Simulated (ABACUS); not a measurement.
# Ge (Fd-3m) in ABACUS: further runs

Aim: see how the results for Ge move with the level of theory and the settings. Levels: BLYP, PW91, M06-L. Tasks: single point.

Program: ABACUS 3.10.1. These are calculated values, not measurements. Logs are shortened: lines on timing, memory, paths and dates and some standing lists are left out, and cuts for length are marked.

**What was measured.**

“Electronic and optical properties of SixGe1-x-ySny alloys lattice-matched to Ge”, 2021, arxiv:2109.02782 reports, for a bulk crystal of Ge: band gap 0.666 eV (indirect) at 293 K; band gap 0.807 eV (direct) at 300 K.

The runs below are set against these values where they give the same quantity.

### 1 Starting point

It takes space group Fd-3m (No. 227, cubic). The conventional cell has a = 5.658 Å, b = 5.658 Å, c = 5.658 Å, α = 90.00°, β = 90.00°, γ = 90.00°. Ge (site symmetry -43m) is surrounded by 4 Ge at 2.45 Å.

### 2 Single point, BLYP

File INPUT:

```
INPUT_PARAMETERS
suffix              Ge
calculation         scf
basis_type          pw
pseudo_dir          ./
symmetry            1
dft_functional      GGA_X_B88+GGA_C_LYP
ecutwfc             79
pseudo_rcut         10
nspin               1
nbands              24
ks_solver           dav
smearing_method     fd
smearing_sigma      0.00367493
scf_thr             1e-08
scf_nmax            100
mixing_type         broyden
mixing_beta         0.7
cal_force           1
cal_stress          1
out_chg             1
out_pot             2
out_elf             1
```

File STRU:

```
ATOMIC_SPECIES
Ge 72.6300 32_Ge_14_2.2_2.3_pbe_n_v1.0.upf

LATTICE_CONSTANT
1.8897261246

LATTICE_VECTORS
0.0000000000 2.8289100000 2.8289100000
2.8289100000 0.0000000000 2.8289100000
2.8289100000 2.8289100000 0.0000000000

ATOMIC_POSITIONS
Cartesian

Ge
0.0
2
4.2433650000 4.2433650000 4.2433650000 1 1 1
2.8289100000 2.8289100000 2.8289100000 1 1 1
```

File KPT:

```
K_POINTS
0
Gamma
6 6 6 0 0 0
```

Potentials or basis: SPMS ONCV 1.0 PBE, plane waves.

Started as:

```
$ OMP_NUM_THREADS=1 mpirun -np 4 abacus > log
```

running log:

```text
ABACUS v3.10.1

               Atomic-orbital Based Ab-initio Computation at UStc

 ------------------------------------------------------------------------------------

 READING GENERAL INFORMATION
                           global_out_dir = OUT.Ge/
                           global_in_card = INPUT
                               pseudo_dir = ./
                              orbital_dir =
                                    DSIZE = 4
                                    GSIZE = 1

 READING UNITCELL INFORMATION
                                    ntype = 1
                  lattice constant (Bohr) = 1.88973
              lattice constant (Angstrom) = 1

 READING ATOM TYPE 1
                               atom label = Ge
                      L=0, number of zeta = 1
                      L=1, number of zeta = 1
                      L=2, number of zeta = 1
             number of atom for this type = 2

                        TOTAL ATOM NUMBER = 2
CARTESIAN COORDINATES ( UNIT =       1.889726124600 Bohr ).
    atom                   x                   y                   z     mag                  vx                  vy                  vz
tauc_Ge1            4.2433650000        4.2433650000        4.2433650000  0.0000        0.0000000000        0.0000000000        0.0000000000
tauc_Ge2            2.8289100000        2.8289100000        2.8289100000  0.0000        0.0000000000        0.0000000000        0.0000000000

                          Volume (Bohr^3) = 305.551
                             Volume (A^3) = 45.278

 Lattice vectors: (Cartesian coordinate: in unit of a_0)
                   +0            +2.82891            +2.82891
             +2.82891                  +0            +2.82891
             +2.82891            +2.82891                  +0
 Reciprocal vectors: (Cartesian coordinate: in unit of 2 pi/a_0)
            -0.176747           +0.176747           +0.176747
            +0.176747           -0.176747           +0.176747
            +0.176747           +0.176747           -0.176747
 The esolver type has been set to : ksdft_pw

                PAO radial cut off (Bohr) = 10

 Read in pseudopotential file is 32_Ge_14_2.2_2.3_pbe_n_v1.0.upf
                     pseudopotential type = NC
          exchange-correlation functional = PBE
                 nonlocal core correction = 1
                        valence electrons = 14
                                     lmax = 2
                           number of zeta = 3
                     number of projectors = 6
                           L of projector = 0
                           L of projector = 0
                           L of projector = 1
                           L of projector = 1
                           L of projector = 2
                           L of projector = 2
 XC functional updated to : GGA_X_B88+GGA_C_LYP
          exchange-correlation functional = GGA_X_B88+GGA_C_LYP
     initial pseudo atomic orbital number = 18
[... 143 lines left out ...]
        4            367           4645

 SETUP NONLOCAL PSEUDOPOTENTIALS IN PLANE WAVE BASIS
 Ge non-local projectors:
 projector 1 L=0
 projector 2 L=0
 projector 3 L=1
 projector 4 L=1
 projector 5 L=2
 projector 6 L=2
      TOTAL NUMBER OF NONLOCAL PROJECTORS = 36

 Init Non-Local PseudoPotential table :
 Init Non-Local-Pseudopotential done.

                                     npwx = 929

 Make real space PAO into reciprocal space.
       max mesh points in Pseudopotential = 1001
     dq(describe PAO in reciprocal space) = 0.01
                                    max q = 1071

 number of pseudo atomic orbitals for Ge is 3
WARNING: norm of atomic wavefunction # 3 of atomic type Ge is 0.999795, renormalized

 -------------------------------------------
 SELF-CONSISTENT
 -------------------------------------------
                                 init_chg = atomic

 PW ALGORITHM --------------- ION=   1  ELEC=   1--------------------------------
 Notice: Threshold on eigenvalues was too large.
 hsover_error=0.28 > DRHO=0.0446205
 Origin diag ethr = 0.01
 New diag ethr = 0.000159359

 Density error is 0.0452134458326
                          Error Threshold = 0.000159358774398
----------------------------------------------------------
     Energy           Rydberg                 eV
----------------------------------------------------------
 E_KohnSham     -321.2944541594      -4371.4353123671
 E_Harris       -320.4612574983      -4360.0990902217
 E_Fermi        0.7747574884         10.5411164102
----------------------------------------------------------
[... 51 lines left out ...]
 Density error is 5.43767798754e-09
                          Error Threshold = 4.19477143882e-10
----------------------------------------------------------
     Energy           Rydberg                 eV
----------------------------------------------------------
 E_KohnSham     -321.2954245445      -4371.4485151349
 E_KS(sigma->0) -321.2953794665      -4371.4479018171
 E_Harris       -321.2954265653      -4371.4485426286
 E_band         -16.8640458298       -229.4471146182
 E_one_elec     -140.1416936114      -1906.7255604846
 E_Hartree      87.1138856352        1185.2452195585
 E_xc           -70.7667682092       -962.8312766910
 E_Ewald        -197.5007582031      -2687.1356708823
 E_entropy(-TS) -0.0000901560        -0.0012266355
 E_descf        0.0000000000         0.0000000000
 E_exx          0.0000000000         0.0000000000
 E_Fermi        0.8061339910         10.9680156288
----------------------------------------------------------

 charge density convergence is achieved
 final etot is -4371.4485151 eV
 EFERMI = 10.968015629 eV
The vacuum level is 12.306551326 eV

 STATE ENERGY(eV) AND OCCUPATIONS    NSPIN == 1
 1/16 kpoint (Cartesian) = 0.0000 0.0000 0.0000 (925 pws)
       1       -13.7396     0.00925926
       2       -13.7396     0.00925926
       3       -13.7396     0.00925926
       4       -13.6977     0.00925926
       5       -13.6977     0.00925926
       6       -13.4873     0.00925926
[... 146 lines left out ...]
      23        25.6555        0.00000
      24        26.8909        0.00000

[... levels at 10 further k points ...]

------------------------------------------------------------------------------------------
 TOTAL-FORCE (eV/Angstrom)
------------------------------------------------------------------------------------------
                       Ge1         0.0000000000         0.0000000000         0.0000000000
                       Ge2         0.0000000000         0.0000000000         0.0000000000
------------------------------------------------------------------------------------------

----------------------------------------------------------------
 TOTAL-STRESS (KBAR)
----------------------------------------------------------------
        60.2124844554        -0.0000000000        -0.0000000000
         0.0000000000        60.2124844554        -0.0000000000
         0.0000000000        -0.0000000000        60.2124844554
----------------------------------------------------------------
 TOTAL-PRESSURE: 60.212484 KBAR

 --------------------------------------------
 !FINAL_ETOT_IS -4371.4485151348862928 eV
 --------------------------------------------
```

It took 4.6 s on 4 MPI ranks of Intel Xeon 6975P-C (Granite Rapids), shared host; peak memory 0.24 GiB.

What came out:

```yaml
Free_energy: -4371.4485 eV
Pressure: 6.0 GPa
Band_gap_on_the_k_mesh: none (metal or under the smearing width)
```

Levels at points of the mesh, in eV from the Fermi level:
```tsv
k point	band 11	band 12	band 13	band 14	band 15	band 16	band 17	band 18
(0.00, 0.00, 0.00)	-12.79	-0.17	-0.03	-0.03	-0.03	2.56	2.56	2.56
(0.50, 0.50, 0.50)	-10.73	-7.59	-1.42	-1.42	0.18	3.81	3.81	7.44
(0.50, 0.50, 0.00)	-8.94	-8.94	-3.06	-3.06	0.91	0.91	9.38	9.38
```

Caveat: the potentials were made for another functional, which shifts forces and pressure; this crystal is a semiconductor, whose small gap the functional closes, so the metal is an error of the method.

### 3 Single point, PW91

Edit INPUT of step 2 so:

```diff
@@ -6,3 +6,3 @@
 symmetry            1
-dft_functional      GGA_X_B88+GGA_C_LYP
+dft_functional      GGA_X_PW91+GGA_C_PW91
 ecutwfc             79
```

File STRU:

```
ATOMIC_SPECIES
Ge 72.6300 Ge_ONCV_PBE-1.2.upf

LATTICE_CONSTANT
1.8897261246

LATTICE_VECTORS
0.0000000000 2.8289100000 2.8289100000
2.8289100000 0.0000000000 2.8289100000
2.8289100000 2.8289100000 0.0000000000

ATOMIC_POSITIONS
Direct

Ge
0.0
2
0.7500000000 0.7500000000 0.7500000000 1 1 1
0.5000000000 0.5000000000 0.5000000000 1 1 1
```

KPT is that of step 2.

Potentials or basis: SG15 ONCV 1.2 PBE, plane waves.

Started as:

```
$ OMP_NUM_THREADS=1 mpirun -np 4 abacus > log
```

running log:

```text
ABACUS v3.10.1

               Atomic-orbital Based Ab-initio Computation at UStc

 ------------------------------------------------------------------------------------

 READING GENERAL INFORMATION
                           global_out_dir = OUT.Ge/
                           global_in_card = INPUT
                               pseudo_dir = ./
                              orbital_dir =
                                    DSIZE = 4
                                    GSIZE = 1

 READING UNITCELL INFORMATION
                                    ntype = 1
                  lattice constant (Bohr) = 1.88973
              lattice constant (Angstrom) = 1

 READING ATOM TYPE 1
                               atom label = Ge
                      L=0, number of zeta = 1
                      L=1, number of zeta = 1
                      L=2, number of zeta = 1
             number of atom for this type = 2

                        TOTAL ATOM NUMBER = 2
DIRECT COORDINATES
    atom                   x                   y                   z     mag                  vx                  vy                  vz
taud_Ge1            0.7500000000        0.7500000000        0.7500000000  0.0000        0.0000000000        0.0000000000        0.0000000000
[... 293 lines left out ...]
----------------------------------------------------------
 E_KohnSham     -283.3005168375      -3854.5012753346
 E_KS(sigma->0) -283.3004596071      -3854.5004966754
 E_Harris       -283.3003130901      -3854.4985032090
 E_band         -16.9770664815       -230.9848394731
 E_one_elec     -130.0072431526      -1768.8392881469
 E_Hartree      79.2950954898        1078.8651221155
 E_xc           -35.0874965108       -477.3898811024
 E_Ewald        -197.5007582031      -2687.1356708823
 E_entropy(-TS) -0.0001144608        -0.0015573184
 E_descf        0.0000000000         0.0000000000
 E_exx          0.0000000000         0.0000000000
 E_Fermi        0.8136700533         11.0705490173
----------------------------------------------------------

 charge density convergence is achieved
 final etot is -3854.5012753 eV
 EFERMI = 11.070549017 eV
The vacuum level is 12.850480081 eV

 STATE ENERGY(eV) AND OCCUPATIONS    NSPIN == 1
 1/16 kpoint (Cartesian) = 0.0000 0.0000 0.0000 (925 pws)
       1       -13.8446     0.00925926
       2       -13.8446     0.00925926
       3       -13.8446     0.00925926
       4       -13.7988     0.00925926
       5       -13.7988     0.00925926
       6       -13.5955     0.00925926
[... 146 lines left out ...]
      23        25.6000        0.00000
      24        26.8774        0.00000

[... levels at 10 further k points ...]

------------------------------------------------------------------------------------------
 TOTAL-FORCE (eV/Angstrom)
------------------------------------------------------------------------------------------
                       Ge1         0.0000000000         0.0000000000         0.0000000000
                       Ge2         0.0000000000         0.0000000000         0.0000000000
------------------------------------------------------------------------------------------

----------------------------------------------------------------
 TOTAL-STRESS (KBAR)
----------------------------------------------------------------
        33.0958746791         0.0000000000        -0.0000000000
        -0.0000000000        33.0958746791         0.0000000000
        -0.0000000000         0.0000000000        33.0958746791
----------------------------------------------------------------
 TOTAL-PRESSURE: 33.095875 KBAR

 --------------------------------------------
 !FINAL_ETOT_IS -3854.5012753345940837 eV
 --------------------------------------------
```

Wall time 6.5 s (4 MPI ranks of Intel Xeon 6975P-C (Granite Rapids), shared host); peak memory 0.24 GiB.

Results:

```
Free energy            : -3854.5013 eV
Pressure               : 3.3 GPa
Band gap on the k mesh : none (metal or under the smearing width)
```

Levels at points of the mesh, in eV from the Fermi level:
```csv
k point,band 11,band 12,band 13,band 14,band 15,band 16,band 17,band 18
"(0.00, 0.00, 0.00)",-12.82,-0.05,-0.05,-0.05,-0.02,2.52,2.52,2.52
"(0.50, 0.50, 0.50)",-10.73,-7.64,-1.45,-1.45,0.14,3.71,3.71,7.13
"(0.50, 0.50, 0.00)",-8.93,-8.93,-3.11,-3.11,0.72,0.72,9.47,9.47
```

Caveat: the potentials were made for another functional, which shifts forces and pressure; this crystal is a semiconductor, whose small gap the functional closes, so the metal is an error of the method.

(Part 1 of 2 ends here.)
